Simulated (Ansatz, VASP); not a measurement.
# Two plane-wave programs on Rb

```
Rb
1.0
     2.53818   -4.44472    0.00000
     2.53818    4.44472    0.00000
     0.00000    0.00000    8.44800
Rb
2
Cartesian
  2.5382 -3.0198 6.3360
  2.5382 3.0198 2.1120
```

This isn't the form of Rb at room conditions, which is bcc.

Alike in both runs: task single point; functional r2SCAN; k mesh 4 × 4 × 2; occupations gaussian, width 0.1 eV; no spin polarisation.

|  | VASP | Ansatz |
| --- | --- | --- |
| version | VASP 6.6.1 | Ansatz 0.2.0 |
| potentials or method | VASP PAW PBE potentials, release 64 (Rb_sv) | scalar-relativistic, plane waves, PAW |
| plane-wave cutoff (eV) | 520 | 500 |
| valence electrons in the cell | 18 | 18 |

```csv
,VASP,Ansatz,Ansatz less VASP
gap on the k mesh at the Fermi level (eV),none,none,-
pressure (GPa),0.0,0.0,0.00
largest component of the traceless stress (GPa),0.31,0.31,0.000
```

A gap of «none» marks a metal or a gap that the smearing closes.

Caveats: the k mesh is coarse (spacing up to 0.37 Å⁻¹), so the values aren't converged; the PAW data sets were made with another functional, which shifts forces and pressure a little (VASP).
